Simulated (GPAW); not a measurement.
# PbSe (Clausthalite) (Fm-3m) in GPAW: further runs

Runs on PbSe (Clausthalite). Level: PBE. Tasks: single point.

All numbers are computed with GPAW 26.7.0; they aren't measurements. Logs are shortened: lines on timing, memory, paths and dates and some standing lists are left out, and cuts for length are marked. The log counts tension as positive stress, the text compression.

**The experiment to reproduce.**

From a printed reference work, monograph, for a bulk crystal of PbSe at 4.2 K: band gap 0.15 eV (direct).

The runs below are set against these values where they give the same quantity.

## (1) Starting point

It takes space group Fm-3m (No. 225, cubic). The conventional cell has a = 6.121 Å, b = 6.121 Å, c = 6.121 Å, α = 90.00°, β = 90.00°, γ = 90.00°. Pb (site symmetry m-3m) is surrounded by 6 Se at 3.06 Å. Se (site symmetry m-3m) has 6 Pb at 3.06 Å as nearest neighbours.

## (2) Single point, PBE

run.py

```python
from ase.dft.bandgap import bandgap
from ase.io import read, write
from ase.units import GPa
from gpaw import GPAW, PW

atoms = read('POSCAR')

calc = GPAW(mode=PW(600),
            xc='PBE',
            kpts={'size': (8, 8, 8), 'gamma': True},
            occupations={'name': 'methfessel-paxton', 'order': 0, 'width': 0.016},
            nbands=19,
            convergence={'density': 1e-05, 'energy': 1e-05},
            maxiter=150,
            txt='gpaw.txt')
atoms.calc = calc
energy = atoms.get_potential_energy()
forces = atoms.get_forces()
stress = atoms.get_stress()
calc.write('gs.gpw')
write('result.traj', atoms)
print(f'Energy: {energy:.6f} eV')
print('Forces (eV/A):')
print(forces.round(4))
print('Stress (GPa):', (stress / GPa).round(3))
print('Fermi level:', round(calc.get_fermi_level(), 4), 'eV')
print(f'Gap: {bandgap(calc)[0]:.4f} eV, direct: {bandgap(calc, direct=True)[0]:.4f} eV')
```

POSCAR

```
PbSe
1.0
    0.0000000000      3.0606500000      3.0606500000
    3.0606500000      0.0000000000      3.0606500000
    3.0606500000      3.0606500000      0.0000000000
Pb Se
1 1
Direct
    0.0000000000      0.0000000000      0.0000000000
    0.5000000000      0.5000000000      0.5000000000
```

Potentials or basis: GPAW PAW data sets (gpaw-data 1.2.1), pw.

Launch:

```
$ OMP_NUM_THREADS=1 python run.py
```

gpaw.txt:

```text
__  _  _
 | _ |_)|_||  |
 |__||  | ||/\| - 26.7.0

Input parameters:
  mode=PW(ecut=600.0),
  convergence={'density': 1e-05, 'energy': 1e-05},
  kpts=MonkhorstPack(size=(8, 8, 8), gamma=True),
  maxiter=150,
  nbands=19,
  occupations=Occupations(name='methfessel-paxton', order=0, width=0.016),
  xc=XC(name='PBE')

Diagonalizing LCAO Hamiltonian
Converting LCAO to pw mode

                Se

       Pb

Atoms  # Å, Bohr magnetons
|   | symbol |        x |        y |        z |    initial magnetic moments |
|---|--------|----------|----------|----------|-----------------------------|
| 0 |     Pb | 0.000000 | 0.000000 | 0.000000 | ( 0.0000,  0.0000,  0.0000) |
| 1 |     Se | 3.060650 | 3.060650 | 3.060650 | ( 0.0000,  0.0000,  0.0000) |

Unit cell  # Å
| periodic |        x |        y |        z |  lengths |    angles |
|----------|----------|----------|----------|----------|-----------|
|      yes | 0.000000 | 3.060650 | 3.060650 | 4.328413 | 60.000000 |
|      yes | 3.060650 | 0.000000 | 3.060650 | 4.328413 | 60.000000 |
|      yes | 3.060650 | 3.060650 | 0.000000 | 4.328413 | 60.000000 |

Number of symmetries: 48
Symmetry operations  # r_c * U_cc + t_c -> r_c
|    | kind |            matrix            |
|----|------|------------------------------|
|  0 |  σ   |  1, 0, 0,  1, 0,-1,  1,-1, 0 |
|  1 |  C2  |  1, 0, 0,  1,-1, 0,  1, 0,-1 |
|  2 |  E   |  1, 0, 0,  0, 1, 0,  0, 0, 1 |
|  3 |  σ   |  1, 0, 0,  0, 0, 1,  0, 1, 0 |
|  4 |  C4  |  1, 0,-1,  1, 0, 0,  1,-1, 0 |
|  5 |  S6  |  1, 0,-1,  1,-1, 0,  1, 0, 0 |
|  6 |  σ   |  1, 0,-1,  0, 1,-1,  0, 0,-1 |
|  7 |  C3  |  1, 0,-1,  0, 0,-1,  0, 1,-1 |
|  8 |  S6  |  1,-1, 0,  1, 0, 0,  1, 0,-1 |
|  9 |  C4  |  1,-1, 0,  1, 0,-1,  1, 0, 0 |
| 10 |  C3  |  1,-1, 0,  0,-1, 1,  0,-1, 0 |
| 11 |  σ   |  1,-1, 0,  0,-1, 0,  0,-1, 1 |
| 12 |  σ   |  0, 1, 0,  1, 0, 0,  0, 0, 1 |
| 13 |  C4  |  0, 1, 0,  0, 1,-1, -1, 1, 0 |
| 14 |  C3  |  0, 1, 0,  0, 0, 1,  1, 0, 0 |
| 15 |  S6  |  0, 1, 0, -1, 1, 0,  0, 1,-1 |
| 16 |  C2  |  0, 1,-1,  1, 0,-1,  0, 0,-1 |
| 17 |  σ   |  0, 1,-1,  0, 1, 0, -1, 1, 0 |
| 18 |  S4  |  0, 1,-1,  0, 0,-1,  1, 0,-1 |
| 19 |  C4  |  0, 1,-1, -1, 1, 0,  0, 1, 0 |
| 20 |  C3  |  0, 0, 1,  1, 0, 0,  0, 1, 0 |
| 21 |  σ   |  0, 0, 1,  0, 1, 0,  1, 0, 0 |
| 22 |  S6  |  0, 0, 1,  0,-1, 1, -1, 0, 1 |
| 23 |  C4  |  0, 0, 1, -1, 0, 1,  0,-1, 1 |
| 24 |  S4  |  0, 0,-1,  1, 0,-1,  0, 1,-1 |
| 25 |  C3  |  0, 0,-1,  0, 1,-1,  1, 0,-1 |
| 26 |  C2  |  0, 0,-1,  0,-1, 0, -1, 0, 0 |
| 27 |  S6  |  0, 0,-1, -1, 0, 0,  0,-1, 0 |
| 28 |  S4  |  0,-1, 1,  1,-1, 0,  0,-1, 0 |
| 29 |  C4  |  0,-1, 1,  0, 0, 1, -1, 0, 1 |
| 30 |  C2  |  0,-1, 1,  0,-1, 0,  1,-1, 0 |
| 31 |  σ   |  0,-1, 1, -1, 0, 1,  0, 0, 1 |
| 32 |  C3  |  0,-1, 0,  1,-1, 0,  0,-1, 1 |
| 33 |  S6  |  0,-1, 0,  0, 0,-1, -1, 0, 0 |
| 34 |  S4  |  0,-1, 0,  0,-1, 1,  1,-1, 0 |
| 35 |  C2  |  0,-1, 0, -1, 0, 0,  0, 0,-1 |
| 36 |  C2  | -1, 1, 0,  0, 1, 0,  0, 1,-1 |
| 37 |  S6  | -1, 1, 0,  0, 1,-1,  0, 1, 0 |
| 38 |  S4  | -1, 1, 0, -1, 0, 1, -1, 0, 0 |
| 39 |  C3  | -1, 1, 0, -1, 0, 0, -1, 0, 1 |
| 40 |  S6  | -1, 0, 1,  0, 0, 1,  0,-1, 1 |
| 41 |  C2  | -1, 0, 1,  0,-1, 1,  0, 0, 1 |
| 42 |  C3  | -1, 0, 1, -1, 1, 0, -1, 0, 0 |
| 43 |  S4  | -1, 0, 1, -1, 0, 0, -1, 1, 0 |
| 44 |  C2  | -1, 0, 0,  0, 0,-1,  0,-1, 0 |
| 45 |  i   | -1, 0, 0,  0,-1, 0,  0, 0,-1 |
| 46 |  σ   | -1, 0, 0, -1, 1, 0, -1, 0, 1 |
| 47 |  C2  | -1, 0, 0, -1, 0, 1, -1, 1, 0 |

BZ-sampling:
[... 66 lines left out ...]
    |    p |        |      23.705 |    1.275 |
    |    d |        |       6.001 |    1.217 |

    Using partial waves for Pb as LCAO basis

  Se:
    name:    Selenium
    Z:       34.0
    valence: 6
    core:    28
    charge:  0.0  # [|e|]
    compensation charges:
      type: gauss
      rc: 0.27  # [Å]
      lmax: 2
    cutoffs:
      filter: 1.77  # [Å]
      core: 2.67  # [Å]
    projectors
    | kind |    occ | energy [eV] | rcut [Å] |
    |------|--------|-------------|----------|
    |   4s |  2.000 |     -17.277 |    0.847 |
    |   4p |  4.000 |      -6.512 |    1.005 |
    |    s |        |       9.935 |    0.847 |
    |    p |        |      20.699 |    1.005 |
    |    d |        |       0.000 |    0.847 |

    Using partial waves for Se as LCAO basis

Reference energy: -633377.995495  # eV

eigensolver:
  PPCG
  Converge bands: occupied
  niter=2

density mixing:
  MSR1-Mixer
  Pratt-step length: 0.05
  Maximum mixing coefficient: 0.75
  Old densities: 10
  SVD Regularization: 0.005
  Good broyden scale: 1.0
  Trust region scale: 1.0
  Backstep threshold: 4.0
  History deletion threshold: 6.0
  Fourier metric: weight=20.0, sigma=0.015

occupation numbers:
  Methfessel-Paxton:
    width: 0.0160  # eV
    order: 0

poisson solver:
  ecut: 4800.0  # eV

xc functional:
  name: PBE with 2 nearest neighbor stencil

convergence criteria:
- Maximum integral of absolute [dens]ity change: 1e-05 electrons / valence electron
- Maximum [total energy] change in last 3 cyles: 1e-05 eV / valence electron
- Maximum integral of absolute [eigenst]ate change: 4e-08 eV^2 / valence electron
maximum number of iterations: 150

SCF iterations
|iter     | |      energy | eigst |  dens |
|---------|-|-------------|-------|-------|
|iter:   1| |   -8.650817 | -0.26 |       |
|iter:   2| |   -8.591118 | -2.07 | -1.23 |
|iter:   3| |   -8.397270 | -1.90 | -1.28 |
|iter:   4| |   -8.398904 | -3.76 | -1.89 |
|iter:   5| |   -8.399586 | -4.32 | -2.29 |
|iter:   6| |   -8.399612 | -5.59 | -3.23 |
|iter:   7| |   -8.399615c| -6.72 | -3.76 |
|iter:   8| |   -8.399615c| -7.69c| -4.47 |
|iter:   9| |   -8.399615c| -7.81c| -5.22c|

Converged in 9 steps
Energy contributions relative to reference atoms: (reference = -633377.995495)

Energy contributions:
  Kinetic:          19.960768
  Coulomb:         -20.085754
  Zero:             -0.062266
  External:          0.000000
  Xc:               -8.212363
  Entropy:          -0.000000
  Spinorbit:         0.000000
  ----------------------------
  Free energy:      -8.399615
  Extrapolated:     -8.399615

dipole moment: (-25.874213, -25.874213, -25.874213)  # |e|*Ang

Fermi level: 6.267
Eigenvalues  # (at kpt = [0.000, 0.000, 0.000])
| band index |      eig [eV] | occ [0-2] |
|------------|---------------|-----------|
|          0 |       -10.722 |     2.000 |
|        ... |               |           |
|          2 |       -10.720 |     2.000 |
|          3 |       -10.720 |     2.000 |
|          4 |       -10.720 |     2.000 |
|          5 |        -7.475 |     2.000 |
|          6 |        -0.127 |     2.000 |
|          7 |         4.217 |     2.000 |
[... 9 lines left out ...]
|         17 |        14.532 |     0.000 |
|         18 |        15.113 |     0.000 |

Gap: 0.242 eV
Transition (v -> c):
  (s=0, k=28, n=9, [0.50, 0.50, 0.50]) -> (s=0, k=28, n=10, [0.50, 0.50, 0.50])
No difference between direct/indirect transitions

Forces  # eV/Ang
|       x |        y |        z |
|---------|----------|----------|
| 0.00000 | -0.00000 | -0.00000 |  # Pb   0
| 0.00000 |  0.00000 |  0.00000 |  # Se   1

Stress tensor  # eV/Ang^3
|         x |         y |         z |
|-----------|-----------|-----------|
| -0.013862 |  0.000000 |  0.000000 |
|  0.000000 | -0.013862 |  0.000000 |
|  0.000000 |  0.000000 | -0.013862 |

# Writing to gs.gpw (mode='')
```

Wall time 14 s (1 thread of Arm Neoverse V2, shared host); peak memory 0.17 GiB.

What came out:

| Quantity | Value |
| --- | --- |
| Free energy | -8.3996 eV |
| Pressure | 2.2 GPa |
| Band gap on the k mesh | 0.24 eV, direct |

Caveat: spin-orbit coupling is left out, which as a rule narrows the gap of such compounds by several tenths of an eV.

## (3) Single point, PBE

run.py, as its differences from that of step 2:

```diff
@@ -2,6 +2,7 @@
 from ase.io import read, write
-from ase.units import GPa
+from ase.units import Bohr, GPa
 from gpaw import GPAW, PW
+from gpaw.elf import elf_from_dft_calculation
 
-atoms = read('POSCAR')
+atoms = read('PbSe.xyz')
 
@@ -10,3 +11,3 @@
             kpts={'size': (8, 8, 8), 'gamma': True},
-            occupations={'name': 'methfessel-paxton', 'order': 0, 'width': 0.016},
+            occupations={'name': 'methfessel-paxton', 'order': 0, 'width': 0.017},
             nbands=19,
@@ -27 +28,6 @@
 print(f'Gap: {bandgap(calc)[0]:.4f} eV, direct: {bandgap(calc, direct=True)[0]:.4f} eV')
+
+# fields on the real-space grid
+write('density.cube', atoms, data=calc.get_pseudo_density() * Bohr**3)
+write('potential.cube', atoms, data=calc.get_electrostatic_potential())
+write('elf.cube', atoms, data=elf_from_dft_calculation(calc).data)
```

PbSe.xyz

```xyz
2
Lattice="0.0000000000 3.0606500000 3.0606500000 3.0606500000 0.0000000000 3.0606500000 3.0606500000 3.0606500000 0.0000000000" Properties=species:S:1:pos:R:3 pbc="T T T"
Pb     0.0000000000      0.0000000000      0.0000000000
Se     3.0606500000      3.0606500000      3.0606500000
```

Potentials or basis: GPAW PAW data sets (gpaw-data 1.2.1), pw.

Launch:

```
$ OMP_NUM_THREADS=1 python run.py
```

gpaw.txt:

```text
__  _  _
 | _ |_)|_||  |
 |__||  | ||/\| - 26.7.0

Input parameters:
  mode=PW(ecut=600.0),
  convergence={'density': 1e-05, 'energy': 1e-05},
  kpts=MonkhorstPack(size=(8, 8, 8), gamma=True),
  maxiter=150,
  nbands=19,
  occupations=Occupations(name='methfessel-paxton', order=0, width=0.017),
  xc=XC(name='PBE')

Diagonalizing LCAO Hamiltonian
Converting LCAO to pw mode

                Se

       Pb

Atoms  # Å, Bohr magnetons
|   | symbol |        x |        y |        z |    initial magnetic moments |
|---|--------|----------|----------|----------|-----------------------------|
| 0 |     Pb | 0.000000 | 0.000000 | 0.000000 | ( 0.0000,  0.0000,  0.0000) |
| 1 |     Se | 3.060650 | 3.060650 | 3.060650 | ( 0.0000,  0.0000,  0.0000) |

Unit cell  # Å
| periodic |        x |        y |        z |  lengths |    angles |
|----------|----------|----------|----------|----------|-----------|
|      yes | 0.000000 | 3.060650 | 3.060650 | 4.328413 | 60.000000 |
|      yes | 3.060650 | 0.000000 | 3.060650 | 4.328413 | 60.000000 |
|      yes | 3.060650 | 3.060650 | 0.000000 | 4.328413 | 60.000000 |

Number of symmetries: 48
Symmetry operations  # r_c * U_cc + t_c -> r_c
|    | kind |            matrix            |
|----|------|------------------------------|
|  0 |  σ   |  1, 0, 0,  1, 0,-1,  1,-1, 0 |
|  1 |  C2  |  1, 0, 0,  1,-1, 0,  1, 0,-1 |
|  2 |  E   |  1, 0, 0,  0, 1, 0,  0, 0, 1 |
|  3 |  σ   |  1, 0, 0,  0, 0, 1,  0, 1, 0 |
|  4 |  C4  |  1, 0,-1,  1, 0, 0,  1,-1, 0 |
|  5 |  S6  |  1, 0,-1,  1,-1, 0,  1, 0, 0 |
|  6 |  σ   |  1, 0,-1,  0, 1,-1,  0, 0,-1 |
|  7 |  C3  |  1, 0,-1,  0, 0,-1,  0, 1,-1 |
|  8 |  S6  |  1,-1, 0,  1, 0, 0,  1, 0,-1 |
|  9 |  C4  |  1,-1, 0,  1, 0,-1,  1, 0, 0 |
| 10 |  C3  |  1,-1, 0,  0,-1, 1,  0,-1, 0 |
| 11 |  σ   |  1,-1, 0,  0,-1, 0,  0,-1, 1 |
| 12 |  σ   |  0, 1, 0,  1, 0, 0,  0, 0, 1 |
| 13 |  C4  |  0, 1, 0,  0, 1,-1, -1, 1, 0 |
| 14 |  C3  |  0, 1, 0,  0, 0, 1,  1, 0, 0 |
| 15 |  S6  |  0, 1, 0, -1, 1, 0,  0, 1,-1 |
| 16 |  C2  |  0, 1,-1,  1, 0,-1,  0, 0,-1 |
| 17 |  σ   |  0, 1,-1,  0, 1, 0, -1, 1, 0 |
| 18 |  S4  |  0, 1,-1,  0, 0,-1,  1, 0,-1 |
| 19 |  C4  |  0, 1,-1, -1, 1, 0,  0, 1, 0 |
| 20 |  C3  |  0, 0, 1,  1, 0, 0,  0, 1, 0 |
| 21 |  σ   |  0, 0, 1,  0, 1, 0,  1, 0, 0 |
| 22 |  S6  |  0, 0, 1,  0,-1, 1, -1, 0, 1 |
| 23 |  C4  |  0, 0, 1, -1, 0, 1,  0,-1, 1 |
| 24 |  S4  |  0, 0,-1,  1, 0,-1,  0, 1,-1 |
| 25 |  C3  |  0, 0,-1,  0, 1,-1,  1, 0,-1 |
| 26 |  C2  |  0, 0,-1,  0,-1, 0, -1, 0, 0 |
| 27 |  S6  |  0, 0,-1, -1, 0, 0,  0,-1, 0 |
| 28 |  S4  |  0,-1, 1,  1,-1, 0,  0,-1, 0 |
| 29 |  C4  |  0,-1, 1,  0, 0, 1, -1, 0, 1 |
| 30 |  C2  |  0,-1, 1,  0,-1, 0,  1,-1, 0 |
| 31 |  σ   |  0,-1, 1, -1, 0, 1,  0, 0, 1 |
| 32 |  C3  |  0,-1, 0,  1,-1, 0,  0,-1, 1 |
| 33 |  S6  |  0,-1, 0,  0, 0,-1, -1, 0, 0 |
| 34 |  S4  |  0,-1, 0,  0,-1, 1,  1,-1, 0 |
| 35 |  C2  |  0,-1, 0, -1, 0, 0,  0, 0,-1 |
| 36 |  C2  | -1, 1, 0,  0, 1, 0,  0, 1,-1 |
| 37 |  S6  | -1, 1, 0,  0, 1,-1,  0, 1, 0 |
| 38 |  S4  | -1, 1, 0, -1, 0, 1, -1, 0, 0 |
| 39 |  C3  | -1, 1, 0, -1, 0, 0, -1, 0, 1 |
| 40 |  S6  | -1, 0, 1,  0, 0, 1,  0,-1, 1 |
| 41 |  C2  | -1, 0, 1,  0,-1, 1,  0, 0, 1 |
| 42 |  C3  | -1, 0, 1, -1, 1, 0, -1, 0, 0 |
| 43 |  S4  | -1, 0, 1, -1, 0, 0, -1, 1, 0 |
| 44 |  C2  | -1, 0, 0,  0, 0,-1,  0,-1, 0 |
| 45 |  i   | -1, 0, 0,  0,-1, 0,  0, 0,-1 |
| 46 |  σ   | -1, 0, 0, -1, 1, 0, -1, 0, 1 |
| 47 |  C2  | -1, 0, 0, -1, 0, 1, -1, 1, 0 |

BZ-sampling:
  Number of BZ points: 512
  Number of IBZ points: 29

  Monkhorst-Pack size: [8, 8, 8]
  Monkhorst-Pack shift: [0.0625, 0.0625, 0.0625]

K-points  # in reciprocal-cell coordinates
|     |                                coordinates |     weight |
|-----|--------------------------------------------|------------|
|   0 | (  0.00000000,   0.00000000,   0.00000000) | 0.00195312 |
|   1 | (  0.12500000,   0.12500000,   0.00000000) | 0.01171875 |
|   2 | (  0.12500000,   0.12500000,   0.12500000) | 0.01562500 |
|   3 | (  0.25000000,   0.12500000,   0.12500000) | 0.02343750 |
|   4 | (  0.25000000,   0.25000000,   0.00000000) | 0.01171875 |
|   5 | (  0.25000000,   0.25000000,   0.12500000) | 0.04687500 |
|   6 | (  0.25000000,   0.25000000,   0.25000000) | 0.01562500 |
|   7 | (  0.37500000,   0.25000000,  -0.37500000) | 0.04687500 |
|   8 | (  0.37500000,   0.25000000,   0.12500000) | 0.04687500 |
|   9 | (  0.37500000,   0.25000000,   0.25000000) | 0.04687500 |
| ... |                                            |            |
|  28 | (  0.50000000,   0.50000000,   0.50000000) | 0.00781250 |

Plane wave coefficients: 1930
Cutoff: 600.0 eV

Spin-components: 1 (collinear spins)
Bands:           19
Projectors:      11
Spin-degeneracy: 2
Datatype:        complex128

Parallelization:
  kpt:    1
  domain: 1
  band:   1

Density:
  Valence electrons: 20.0
  Components: 1
  Grid points: [25 25 25]
  Charge: 0.0  # |e|

Potential:
  Grid points: [25 25 25]

species:
  Pb:
    name:    Lead
    Z:       82.0
    valence: 14
    core:    68
    charge:  0.0  # [|e|]
    compensation charges:
      type: gauss
      rc: 0.38  # [Å]
      lmax: 2
    cutoffs:
      filter: 2.36  # [Å]
      core: 2.43  # [Å]
    projectors
    | kind |    occ | energy [eV] | rcut [Å] |
    |------|--------|-------------|----------|
    |   6s |  2.000 |     -11.969 |    1.259 |
    |   6p |  2.000 |      -3.506 |    1.275 |
    |   5d | 10.000 |     -21.211 |    1.217 |
    |    s |        |      15.243 |    1.259 |
    |    p |        |      23.705 |    1.275 |
    |    d |        |       6.001 |    1.217 |

    Using partial waves for Pb as LCAO basis

  Se:
    name:    Selenium
    Z:       34.0
    valence: 6
    core:    28
    charge:  0.0  # [|e|]
    compensation charges:
      type: gauss
      rc: 0.27  # [Å]
      lmax: 2
    cutoffs:
      filter: 1.77  # [Å]
      core: 2.67  # [Å]
    projectors
    | kind |    occ | energy [eV] | rcut [Å] |
    |------|--------|-------------|----------|
    |   4s |  2.000 |     -17.277 |    0.847 |
    |   4p |  4.000 |      -6.512 |    1.005 |
    |    s |        |       9.935 |    0.847 |
    |    p |        |      20.699 |    1.005 |
    |    d |        |       0.000 |    0.847 |

    Using partial waves for Se as LCAO basis

Reference energy: -633377.995495  # eV

eigensolver:
  PPCG
  Converge bands: occupied
  niter=2

density mixing:
  MSR1-Mixer
  Pratt-step length: 0.05
  Maximum mixing coefficient: 0.75
  Old densities: 10
  SVD Regularization: 0.005
  Good broyden scale: 1.0
  Trust region scale: 1.0
  Backstep threshold: 4.0
  History deletion threshold: 6.0
  Fourier metric: weight=20.0, sigma=0.015

occupation numbers:
  Methfessel-Paxton:
    width: 0.0170  # eV
    order: 0

poisson solver:
  ecut: 4800.0  # eV

xc functional:
  name: PBE with 2 nearest neighbor stencil

convergence criteria:
- Maximum integral of absolute [dens]ity change: 1e-05 electrons / valence electron
- Maximum [total energy] change in last 3 cyles: 1e-05 eV / valence electron
- Maximum integral of absolute [eigenst]ate change: 4e-08 eV^2 / valence electron
maximum number of iterations: 150

SCF iterations
|iter     | |      energy | eigst |  dens |
|---------|-|-------------|-------|-------|
|iter:   1| |   -8.650817 | -0.26 |       |
|iter:   2| |   -8.591118 | -2.07 | -1.23 |
|iter:   3| |   -8.397270 | -1.90 | -1.28 |
|iter:   4| |   -8.398904 | -3.76 | -1.89 |
|iter:   5| |   -8.399586 | -4.32 | -2.29 |
|iter:   6| |   -8.399612 | -5.59 | -3.23 |
|iter:   7| |   -8.399615c| -6.72 | -3.76 |
|iter:   8| |   -8.399615c| -7.69c| -4.47 |
|iter:   9| |   -8.399615c| -7.81c| -5.22c|

Converged in 9 steps
Energy contributions relative to reference atoms: (reference = -633377.995495)

Energy contributions:
  Kinetic:          19.960768
  Coulomb:         -20.085754
  Zero:             -0.062266
  External:          0.000000
  Xc:               -8.212363
  Entropy:          -0.000000
  Spinorbit:         0.000000
  ----------------------------
  Free energy:      -8.399615
  Extrapolated:     -8.399615

dipole moment: (-25.874213, -25.874213, -25.874213)  # |e|*Ang

Fermi level: 6.264
Eigenvalues  # (at kpt = [0.000, 0.000, 0.000])
| band index |      eig [eV] | occ [0-2] |
|------------|---------------|-----------|
|          0 |       -10.722 |     2.000 |
|        ... |               |           |
|          2 |       -10.720 |     2.000 |
|          3 |       -10.720 |     2.000 |
|          4 |       -10.720 |     2.000 |
|          5 |        -7.475 |     2.000 |
|          6 |        -0.127 |     2.000 |
|          7 |         4.217 |     2.000 |
[... 9 lines left out ...]
|         17 |        14.532 |     0.000 |
|         18 |        15.113 |     0.000 |

Gap: 0.242 eV
Transition (v -> c):
  (s=0, k=28, n=9, [0.50, 0.50, 0.50]) -> (s=0, k=28, n=10, [0.50, 0.50, 0.50])
No difference between direct/indirect transitions

Forces  # eV/Ang
|       x |        y |        z |
|---------|----------|----------|
| 0.00000 |  0.00000 |  0.00000 |  # Pb   0
| 0.00000 | -0.00000 | -0.00000 |  # Se   1

Stress tensor  # eV/Ang^3
|         x |         y |         z |
|-----------|-----------|-----------|
| -0.013862 |  0.000000 |  0.000000 |
|  0.000000 | -0.013862 |  0.000000 |
|  0.000000 |  0.000000 | -0.013862 |

# Writing to gs.gpw (mode='')
```

It took 15 s on 1 thread of Arm Neoverse V2, shared host; peak memory 0.17 GiB.

What came out:

```
Free energy            : -8.3996 eV
Pressure               : 2.2 GPa
Band gap on the k mesh : 0.24 eV, direct
```

Caveat: spin-orbit coupling is left out, which as a rule narrows the gap of such compounds by several tenths of an eV.

## (4) Single point, PBE

run.py, as its differences from that of step 3:

```diff
@@ -11,3 +11,3 @@
             kpts={'size': (8, 8, 8), 'gamma': True},
-            occupations={'name': 'methfessel-paxton', 'order': 0, 'width': 0.017},
+            occupations={'name': 'methfessel-paxton', 'order': 0, 'width': 0.018000000000000002},
             nbands=19,
```

PbSe.xyz is that of step 3.

Launch:

```
$ OMP_NUM_THREADS=1 python run.py
```

Run time: 14 s. Hardware: 1 thread of Arm Neoverse V2, shared host; peak memory 0.17 GiB.

The run converged. Its results:

* Free energy: -8.3996 eV
* Pressure: 2.2 GPa
* Band gap on the k mesh: 0.24 eV, direct

Levels at points of the mesh, in eV from the valence-band top:
| k point | band 8 | band 9 | band 10 | band 11 | band 12 | band 13 |
| --- | --- | --- | --- | --- | --- | --- |
| (0.00, 0.00, 0.00) | -1.93 | -1.93 | -1.93 | 4.65 | 4.65 | 4.65 |
| (0.50, 0.50, 0.00) | -5.03 | -3.28 | -3.28 | 3.66 | 5.55 | 5.55 |
| (0.50, 0.50, 0.50) | -1.51 | -1.51 | 0.00 | 0.24 | 1.63 | 1.63 |

Caveat: spin-orbit coupling is left out, which as a rule narrows the gap of such compounds by several tenths of an eV.

[end of part 1 of 2]
